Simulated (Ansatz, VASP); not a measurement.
**Rb in VASP and in Ansatz**

File INCAR:

```
  PREC = Accurate
  ENCUT = 520
  EDIFF = 1E-6
  ISMEAR = -1
  SIGMA = 0.08
  LREAL = F
  LASPH = T
  NELM = 60
  ALGO = Normal
  ISIF = 2
  LWAVE = F
  LCHARG = F
  GGA = PE
  NBANDS = 10
```

Contents of KPOINTS:

```
regular mesh
0
Gamma
  9 9 9
```

The input POSCAR:

```
Rb
1.0
    4.4592969459      0.0000000000      0.0000000000
    0.0000000000      4.4592969459      0.0000000000
    0.0000000000      0.0000000000      4.4592969459
Rb
1
Direct
    0.0000000000      0.0000000000      0.0000000000
```

Input for Ansatz:

```yaml
crystal:
  lattice:
    - [4.4592969459, 0.0, 0.0]
    - [0.0, 4.4592969459, 0.0]
    - [0.0, 0.0, 4.4592969459]
  atoms:
    - { symbol: Rb, position: [0.0, 0.0, 0.0] }
kpoints:
  mp_grid: { grid: [9, 9, 9] }
scf:
  occupations: { method: fermi_dirac, width: 0.08 }
hamiltonian:
  xc: pbe
  pseudopotentials: { kind: all_electron, lapw: { basis_error: 0.001 } }
output:
  forces: true
  stress: true
  eigenvalues: true
  populations: true
```

Change from the starting cell: volume scaled by 0.9, LAPW.

Alike in both runs: task single point; functional PBE; k mesh 9 × 9 × 9; occupations fermi-dirac, width 0.08 eV; no spin polarisation.

```csv
,VASP,Ansatz
version,VASP 6.6.1,Ansatz 0.2.0
potentials or method,"VASP PAW PBE potentials, release 64 (Rb_sv)","all-electron LAPW, scalar-relativistic"
plane-wave cutoff (eV),520,see its input
```

```tsv
	VASP	Ansatz	Ansatz less VASP
pressure (GPa)	0.3	0.3	0.00
```

Ansatz ran all-electron here, so the differences hold the error of VASP's frozen core and of both bases.
